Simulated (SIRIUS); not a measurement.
## Moving the functional in Al

```
Al
1.0
     0.00000    2.02481    2.02481
     2.02481    0.00000    2.02481
     2.02481    2.02481    0.00000
Al
1
Direct
  0.00000 0.00000 0.00000
```

Kept alike: task band structure; k mesh 11 × 11 × 11; occupations fermi-dirac, width 0.05 eV; no spin polarisation. Program: SIRIUS, PseudoDojo 0.4.1 PBE standard (scalar relativistic), cutoff 557 eV. The mesh is that of the run's cell of 1 atom. No spin-orbit coupling.

| functional | pressure (GPa) |
| --- | --- |
| BPBE | -0.04 |
| LDA | -1.13 |
| PBE | -0.66 |
| PBEsol | -1.49 |
| RPBE | -0.55 |

Pressure is positive in compression; the values hold the error of the finite cutoff, so their zero can differ a little from the energy's minimum. For a metal such a mesh leaves the last digits unconverged. All rows use potentials made for PBE.

Q: What does the functional change here?

A: The pressure runs from -1.49 (PBEsol) to -0.04 GPa (BPBE). From PBE: BPBE +0.62; LDA -0.47; PBEsol -0.83; RPBE +0.11.
